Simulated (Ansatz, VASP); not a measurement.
## W: VASP beside Ansatz

INCAR

```
PREC     = Accurate       # precision mode
ENCUT    = 520            # plane-wave cutoff, eV
EDIFF    = 1E-7           # SCF threshold, eV
ISMEAR   = -1             # smearing method
SIGMA    = 0.05           # smearing width, eV
LREAL    = False          # projectors in reciprocal space
LASPH    = True           # aspherical terms in the spheres
NELM     = 100            # most SCF steps
ALGO     = Normal         # electronic algorithm
ISIF     = 2              # what is computed and relaxed
LWAVE    = False          # write WAVECAR
LCHARG   = False          # write CHGCAR
GGA      = PE             # functional
NBANDS   = 13             # bands
```

File KPOINTS:

```
regular mesh
0
Gamma
  14 14 14
```

Contents of POSCAR:

```
W
1.0
   -0.0609000000      1.9995500000      1.9995500000
    1.9995500000     -0.0609000000      1.9995500000
    1.9995500000      1.9995500000     -0.0609000000
W
1
Direct
    0.0000000000      0.0000000000      0.0000000000
```

Input for Ansatz:

```yaml
crystal:
  lattice:
    - [-0.0609, 1.99955, 1.99955]
    - [1.99955, -0.0609, 1.99955]
    - [1.99955, 1.99955, -0.0609]
  atoms:
    - { symbol: W, position: [0.0, 0.0, 0.0] }
kpoints:
  mp_grid: { grid: [14, 14, 14] }
  band_path:
    path:
      - [0.0, 0.0, 0.0]
      - [0.5, 0.5, 0.5]
      - [0.2579113083, 0.5, 0.7420886917]
      - [-0.2579113083, 0.2579113083, 0.5]
      - [0.0, 0.0, 0.5]
      - [0.0, 0.0, 0.0]
      - [-0.3789556542, 0.0, 0.3789556542]
      - [0.0, 0.3789556542, 0.6210443458]
      - [0.0, 0.5, 0.5]
    npoints: 5
scf:
  occupations: { method: fermi_dirac, width: 0.05 }
hamiltonian:
  xc: pbe
  pseudopotentials: { kind: all_electron, lapw: { basis_error: 0.00025 } }
output:
  forces: true
  stress: true
  eigenvalues: true
```

Change from the starting cell: equal xy, yz and zx shear strains of -3 %.

Alike in both runs: task single point; functional PBE; k mesh 14 × 14 × 14; occupations fermi-dirac, width 0.05 eV; no spin polarisation.

|  | VASP | Ansatz |
| --- | --- | --- |
| version | VASP 6.6.1 | Ansatz 0.2.0 |
| potentials or method | VASP PAW PBE potentials, release 64 (W_sv) | all-electron LAPW, scalar-relativistic |
| plane-wave cutoff (eV) | 520 | see its input |

```tsv
	VASP	Ansatz	Ansatz less VASP
pressure (GPa)	-3.6	-3.9	-0.32
largest component of the traceless stress (GPa)	3.13	3.11	-0.021
```

Ansatz ran all-electron here, so the differences hold the error of VASP's frozen core and of both bases.

Spin-orbit coupling is left out, which matters for the levels of W.
